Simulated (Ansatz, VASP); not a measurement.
**Tl in VASP and in Ansatz**

```
Tl
1.0
     3.45054    0.00000    0.00000
    -1.72527    2.98825    0.00000
     0.00000    0.00000    5.30301
Tl
2
Direct
  0.33333 0.66667 0.25000
  0.66667 0.33333 0.75000
```

Alike in both runs: functional LDA; k mesh 15 × 15 × 8; occupations gaussian, width 0.1 eV; no spin polarisation.

Ansatz relaxed the structure, and its values are those at the end. VASP's run is a single point on that final structure, the one shown.

|  | VASP | Ansatz |
| --- | --- | --- |
| version | VASP 6.6.1 | Ansatz 0.2.0 |
| potentials or method | VASP PAW LDA potentials, release 64 (Tl_d) | scalar-relativistic, plane waves, PAW |
| plane-wave cutoff (eV) | 520 | 420 |
| valence electrons in the cell | 26 | 26 |

Ansatz gave:

```
gap on the k mesh at the Fermi level (eV) : none
pressure (GPa)                            : 0.0
```

Problem. Estimate VASP's values.

Solution. gap on the k mesh at the Fermi level (eV): none; pressure (GPa): 0.1.

A gap of «none» marks a metal or a gap that the smearing closes.

The runs have no spin-orbit coupling, so splittings on Tl are missing.
